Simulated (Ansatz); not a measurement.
## Pb: single point with PBE

Crystal: Pb.

```xyz
2
Lattice="0.0000 3.4390 3.4390 3.4390 0.0000 3.4390 3.4390 3.4390 0.0000" Properties=species:S:1:pos:R:3 pbc="T T T"
Pb    1.7195    1.7195    1.7195
Pb    0.0000    0.0000    0.0000
```

This isn't the form of Pb at room conditions, which is fcc.

```json
{"Program": "Ansatz 0.2.0", "Task": "single point", "Functional": "PBE", "Potentials or basis": "all-electron LAPW, scalar-relativistic", "Cutoff": "231 eV (chosen from the basis error)", "Basis error allowed": "0.001 eV/atom", "k mesh": "7 × 7 × 7", "Occupations": "gaussian, width 0.1 eV", "Spin": "no spin polarisation"}
```

```yaml
Pressure: 2.4 GPa
Band_gap_on_the_k_mesh: none (metal or under the smearing width)
```

Levels at points of the mesh, in eV from the Fermi level:
```tsv
k point	band 33	band 34	band 35	band 36	band 37	band 38	band 39	band 40
(0.00, 0.00, 0.00)	-11.14	-3.91	0.40	0.40	0.40	2.41	2.41	2.41
```

Run time: 9.3 s on 1 thread of Arm Neoverse V2, on a shared host, peak memory 0.3 GiB.

The run has no spin-orbit coupling, so splittings on Pb are missing.
